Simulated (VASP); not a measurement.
# Si (Fd-3m) in VASP: notebook, part 2 of 2

VASP 6.6.1. The steps go on from the part before.

## (3) Single point, PBE (grid = ENCUT=300 dk=0.45 cell=2x2x1 ISMEAR=0 SIGMA=0.05 LREAL=Auto EDIFF=1e-06)

The input, INCAR:

```
SYSTEM = Si7W
ALGO = Fast
EDIFF = 1E-6
ENCUT = 300
GGA = PE
ISIF = 2
ISMEAR = 0
LASPH = .True.
LCHARG = .False.
LREAL = Auto
LWAVE = .False.
NBANDS = 29
NELM = 120
PREC = Accurate
SIGMA = 0.05
```

The input, KPOINTS:

```
k-points
0
Gamma
  5 5 5
  0 0 0
```

The input, POSCAR:

```
Si7W
1.0
    0.0000000000      5.4437023730      5.4437023730
    5.4437023730      0.0000000000      5.4437023730
    2.7218511865      2.7218511865      0.0000000000
W Si
1 7
Direct
    0.2500000000      0.2500000000      0.5000000000
    0.2500000000      0.7500000000      0.5000000000
    0.7500000000      0.2500000000      0.5000000000
    0.7500000000      0.7500000000      0.5000000000
    0.3750000000      0.3750000000      0.7500000000
    0.3750000000      0.8750000000      0.7500000000
    0.8750000000      0.3750000000      0.7500000000
    0.8750000000      0.8750000000      0.7500000000
```

Potentials or basis: VASP PAW PBE potentials, release 64 (W_sv, Si).

Command:

```console
cat potpaw_PBE.64/W_sv/POTCAR potpaw_PBE.64/Si/POTCAR > POTCAR
mpirun -np 1 vasp_std > vasp.out
```

OUTCAR:

```text
SYSTEM = Si7W
   EDIFF = 1E-6
   ENCUT = 300
   GGA = PE
   ISIF = 2
   ISMEAR = 0
   LASPH = .True.
   LREAL = Auto
   NELM = 120
   PREC = Accurate

 Found     27 irreducible k-points:

 Following reciprocal coordinates:
            Coordinates               Weight
  0.000000  0.000000  0.000000      1.000000
  0.200000  0.000000  0.000000      4.000000
  0.400000  0.000000  0.000000      4.000000
  0.200000  0.200000  0.000000      2.000000
  0.400000  0.200000  0.000000      4.000000
 -0.400000  0.200000  0.000000      4.000000
   k-points           NKPTS =     27   k-points in BZ     NKDIM =     27   number of bands    NBANDS=     29
   number of dos      NEDOS =    301   number of ions     NIONS =      8
   total plane-waves  NPLWV =  55296
   dimension x,y,z NGX =    48 NGY =   48 NGZ =   24
   dimension x,y,z NGXF=    96 NGYF=   96 NGZF=   48
   ions per type =               1   7
   NGX,Y,Z   is equivalent  to a cutoff of  10.37, 10.37, 10.37 a.u.
   NGXF,Y,Z  is equivalent  to a cutoff of  20.73, 20.73, 20.73 a.u.
 SYSTEM =  Si7W
   PREC   = accura    normal or accurate (medium, high low for compatibility)
   ISTART =      0    job   : 0-new  1-cont  2-samecut
   ICHARG =      2    charge: 1-file 2-atom 10-const
   ISPIN  =      1    spin polarized calculation?
   LNONCOLLINEAR =      F non collinear calculations
   LSORBIT =      F    spin-orbit coupling
   LASPH  =      T    aspherical Exc in radial PAW
   ENCUT  =  300.0 eV  22.05 Ry    4.70 a.u.  10.87 10.87  5.44*2*pi/ulx,y,z
   NELM   =    120;   NELMIN=  2; NELMDL= -5     # of ELM steps
   EDIFF  = 0.1E-05   stopping-criterion for ELM
   LREAL  =      T    real-space projection
   EDIFFG = 0.1E-04   stopping-criterion for IOM
   NSW    =      0    number of steps for IOM
   IBRION =     -1    ionic relax: 0-MD 1-quasi-New 2-CG
   NFREE  =      0    steps in history (QN), initial steepest desc. (CG)
   ISIF   =      2    stress and relaxation
   ISYM   =      2    0-nonsym 1-usesym 2-fastsym
   POTIM  = 0.5000    time-step for ionic-motion
   TEBEG  =    0.0;   TEEND  =   0.0 temperature during run
   PSTRESS=    0.0 pullay stress
   NELECT =      42.0000    total number of electrons
[... 16 lines left out ...]
   IVDW    =     0    specifies the selected vdW correction
   LEPSILON=     F    determine dielectric tensor
   LRPA    =     F    only Hartree local field effects (RPA)
 non-spin polarized calculation
 RMM-DIIS sequential band-by-band and
 Gauss-broadening in eV      SIGMA  =   0.05
  energy-cutoff  :      300.00
  volume of cell :      161.32
 maximum number of plane-waves:      1951
 NGX is ok and might be reduce to    48
   NGX = 21   NGY = 21   NGZ = 11

 number of electron      41.9999996 magnetization

 Free energy of the ion-electron system (eV)
  ---------------------------------------------------
  ext. energy  EPLUGINS =         0.00000000
  ---------------------------------------------------
  free energy    TOTEN  =       -47.11214773 eV

  energy without entropy =      -47.10830093  energy(sigma->0) =      -47.11022433

 E-fermi :   5.8799     XC(G=0):  -9.7316

 val. band max:        5.8626438774   @ k =  -0.4000   0.4000   0.0000
 cond. band min:       5.9160925504   @ k =  -0.4000   0.2000   0.0000
 fundamental gap:      0.0534486730
 Fermi energy:         5.8799081192

 k-point     1 :       0.0000    0.0000    0.0000
  band No.  band energies     occupation
      1     -67.4437      2.00000
      2     -31.8137      2.00000
      3     -31.7690      2.00000
      4     -31.6901      2.00000
      5      -5.7340      2.00000
      6      -3.7093      2.00000
[... 181 lines left out ...]
     28       9.0983      0.00000
     29       9.7081      0.00000

 [... further k-points ...]

------------------------ aborting loop because EDIFF is reached ----------------------------------------

  FORCE on cell =-STRESS in cart. coord.  units (eV):
  Direction    XX          YY          ZZ          XY          YZ          ZX
  --------------------------------------------------------------------------------------
  -------------------------------------------------------------------------------------
  Total        4.3463963      4.3463963      5.5503612     -0.6020193      0.0000000     -0.0000000
  in kB       43.1674888     43.1674888     55.1250141     -5.9791284      0.0000000     -0.0000000
  external PRESSURE =      47.1533305 kB  Pullay stress =       0.0000000 kB

 VOLUME and BASIS-vectors are now :
 -----------------------------------------------------------------------------
  energy-cutoff  :      300.00
  volume of cell :      161.32
      direct lattice vectors                 reciprocal lattice vectors
     0.000000000  5.443702373  5.443702373    -0.091849254  0.091849254  0.091849254
     5.443702373  0.000000000  5.443702373     0.091849254 -0.091849254  0.091849254
     2.721851186  2.721851186  0.000000000     0.183698507  0.183698507 -0.183698507

 POSITION                                       TOTAL-FORCE (eV/Angst)
 -----------------------------------------------------------------------------------
      2.72185      2.72185      2.72185         0.000000      0.000000     -0.097812
      5.44370      2.72185      5.44370         0.224225     -0.224225      0.025814
      2.72185      5.44370      5.44370        -0.224225      0.224225      0.025814
      5.44370      5.44370      8.16555         0.000000      0.000000      0.277200
      4.08278      4.08278      4.08278        -0.000000     -0.000000      0.973365
      6.80463      4.08278      6.80463        -0.473455      0.473455     -0.600829
      4.08278      6.80463      6.80463         0.473455     -0.473455     -0.600829
      6.80463      6.80463      9.52648         0.000000      0.000000     -0.002724
 -----------------------------------------------------------------------------------
    total drift:                                0.000001      0.000001     -0.000160

  FREE ENERGIE OF THE ION-ELECTRON SYSTEM (eV)
  ---------------------------------------------------
  free  energy   TOTEN  =       -47.1121477304 eV

  energy  without entropy=      -47.1083009306  energy(sigma->0) =      -47.11022433
```

OSZICAR:

```text
N       E                     dE             d eps       ncg     rms          rms(c)
DAV:   1     0.126257198314E+03    0.12626E+03   -0.15250E+04  1782   0.835E+02
DAV:   2    -0.404356213801E+02   -0.16669E+03   -0.16046E+03  1872   0.201E+02
DAV:   3    -0.484307456538E+02   -0.79951E+01   -0.78437E+01  2052   0.413E+01
DAV:   4    -0.485588804697E+02   -0.12813E+00   -0.12769E+00  1928   0.582E+00
DAV:   5    -0.485613314492E+02   -0.24510E-02   -0.24503E-02  1976   0.810E-01    0.191E+01
RMM:   6    -0.474597240798E+02    0.11016E+01   -0.51861E+00  1854   0.893E+00    0.774E+00
RMM:   7    -0.471563434236E+02    0.30338E+00   -0.82350E-01  1750   0.387E+00    0.467E+00
RMM:   8    -0.471117492674E+02    0.44594E-01   -0.40989E-01  1936   0.264E+00    0.817E-01
RMM:   9    -0.471128830751E+02   -0.11338E-02   -0.72173E-02  2041   0.119E+00    0.313E-01
RMM:  10    -0.471119247478E+02    0.95833E-03   -0.10863E-02  1921   0.532E-01    0.167E-01
RMM:  11    -0.471120565437E+02   -0.13180E-03   -0.24910E-03  2056   0.262E-01    0.728E-02
RMM:  12    -0.471121336187E+02   -0.77075E-04   -0.68831E-04  2058   0.139E-01    0.354E-02
RMM:  13    -0.471121471454E+02   -0.13527E-04   -0.15975E-04  2070   0.731E-02    0.210E-02
RMM:  14    -0.471121463524E+02    0.79302E-06   -0.51569E-05  1922   0.429E-02    0.730E-03
RMM:  15    -0.471121474750E+02   -0.11226E-05   -0.13850E-05  2021   0.221E-02    0.944E-03
RMM:  16    -0.471121477304E+02   -0.25545E-06   -0.27965E-06  1418   0.102E-02
   1 F= -.47112148E+02 E0= -.47110224E+02  d E =-.384680E-02
```

It took 85 s on 1 thread of Intel Xeon Platinum 8488C (Sapphire Rapids), shared host; peak memory 0.23 GiB.

The run converged, but some of its settings lie outside the range that counts as converged, so its numbers aren't taken as properties of the crystal.

What came out:

* Free energy: -47.1121 eV
* Pressure: 4.7 GPa
* Largest force: 0.973 eV/Å
* Band gap on the k mesh: none (metal or under the smearing width)

Caveat: the k mesh is coarse (spacing up to 0.40 Å⁻¹), so the values aren't converged; the cutoff is under 1.25 times the usual one of these potentials, so pressure, stress and relaxed cells hold a basis-set (Pulay) error.

## (4) Single point, PBE (grid = ENCUT=350 dk=0.45 cell=2x2x1 ISMEAR=0 SIGMA=0.05 LREAL=Auto EDIFF=1e-06)

Edit INCAR of step 3 so:

```diff
@@ -3,3 +3,3 @@
 EDIFF = 1E-6
-ENCUT = 300
+ENCUT = 350
 GGA = PE
```

KPOINTS is that of step 3.

POSCAR is that of step 3.

Command:

```console
cat potpaw_PBE.64/W_sv/POTCAR potpaw_PBE.64/Si/POTCAR > POTCAR
mpirun -np 1 vasp_std > vasp.out
```

Wall time 80 s (1 thread of Intel Xeon Platinum 8488C (Sapphire Rapids), shared host); peak memory 0.24 GiB.

The run converged, but some of its settings lie outside the range that counts as converged, so its numbers aren't taken as properties of the crystal.

Results:

| Property | Result |
| --- | --- |
| Free energy | -47.1307 eV |
| Pressure | 4.9 GPa |
| Largest force | 0.976 eV/Å |
| Band gap on the k mesh | none (metal or under the smearing width) |

Caveat: the k mesh is coarse (spacing up to 0.40 Å⁻¹), so the values aren't converged.

## (5) For comparison

An earlier run on the cell as given: functional PBE; potentials or basis VASP PAW PBE potentials, release 64 (Si); cutoff 520 eV; k mesh 8 × 8 × 8; occupations fermi-dirac, width 0.05 eV; no spin polarisation.

* Pressure: 1.3 GPa
* Band gap on the k mesh: 0.63 eV, indirect (least direct gap 2.56 eV)
